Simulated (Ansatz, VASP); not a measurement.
# AlN: VASP beside Ansatz

The input INCAR:

```
SYSTEM = AlN
PREC     = Accurate       ! precision mode
ENCUT    = 520            ! plane-wave cutoff, eV
EDIFF    = 1E-7           ! SCF threshold, eV
ISMEAR   = 0              ! smearing method
SIGMA    = 0.05           ! smearing width, eV
LREAL    = .FALSE.        ! projectors in reciprocal space
LASPH    = .TRUE.         ! aspherical terms in the spheres
NELM     = 60             ! most SCF steps
ALGO     = Normal         ! electronic algorithm
ISIF     = 2              ! what is computed and relaxed
LWAVE    = .FALSE.        ! write WAVECAR
LCHARG   = .FALSE.        ! write CHGCAR
GGA      = CA             ! functional
NBANDS   = 16             ! bands
```

KPOINTS

```
Automatic mesh
0
G
  8 8 6
  0 0 0
```

POSCAR

```
AlN
1.0
    0.0000000000     -1.9720279384     -1.9720279384
    0.0000000000      1.9720279384     -1.9720279384
    3.9440558767      0.0000000000      0.0000000000
Al N
2 2
Direct
    0.5279229310      0.4720770690      0.0000000000
   -0.0279229310      0.0279229310      0.5000000000
    0.4885639493      0.5114360507      0.5000000000
    0.0114360507      0.9885639493      0.0000000000
```

Input for Ansatz:

```yaml
crystal:
  lattice:
    - [0.0, -1.9720279384, -1.9720279384]
    - [0.0, 1.9720279384, -1.9720279384]
    - [3.9440558767, 0.0, 0.0]
  atoms:
    - { symbol: Al, position: [0.527922931, 0.472077069, 0.0] }
    - { symbol: Al, position: [-0.027922931, 0.027922931, 0.5] }
    - { symbol: "N", position: [0.4885639493, 0.5114360507, 0.5] }
    - { symbol: "N", position: [0.0114360507, 0.9885639493, 0.0] }
basis:
  ecutwfc: 520.0
kpoints:
  mp_grid: { grid: [8, 8, 6] }
hamiltonian:
  xc: lda
scf:
  occupations: { method: gaussian, width: 0.05 }
output:
  forces: true
  stress: true
  eigenvalues: true
```

Change from the starting cell: mode 4 frozen in at -0.112 Å, equal normal strain along x, y and z -0.0167.

Alike in both runs: task single point; functional LDA; k mesh 8 × 8 × 6; occupations gaussian, width 0.05 eV; no spin polarisation.

|  | VASP | Ansatz |
| --- | --- | --- |
| version | VASP 6.6.1 | Ansatz 0.2.0 |
| potentials or method | VASP PAW LDA potentials, release 64 (Al, N) | scalar-relativistic, plane waves, PAW |
| plane-wave cutoff (eV) | 520 | 520 |
| valence electrons in the cell | 16 | 16 |

```tsv
	VASP	Ansatz	Ansatz less VASP
gap on the k mesh at the Fermi level (eV)	4.96	4.96	+0.001
least direct gap on the mesh (eV)	5.05	5.05	+0.001
pressure (GPa)	17.6	16.7	-0.84
largest component of the traceless stress (GPa)	2.27	2.24	-0.026
rms of the force components (eV/Å)	0.603	0.595	-0.0075
```

Atom by atom the forces differ by 0.012 eV/Å (rms over components).

Caveats: so large a pressure means that the cell lies far from this level's equilibrium, or that cutoff or potentials fall short (VASP); forces of over 1 eV/Å show positions far from the minimum, so gaps and moduli don't describe the material at rest. A k mesh can miss the band edges.
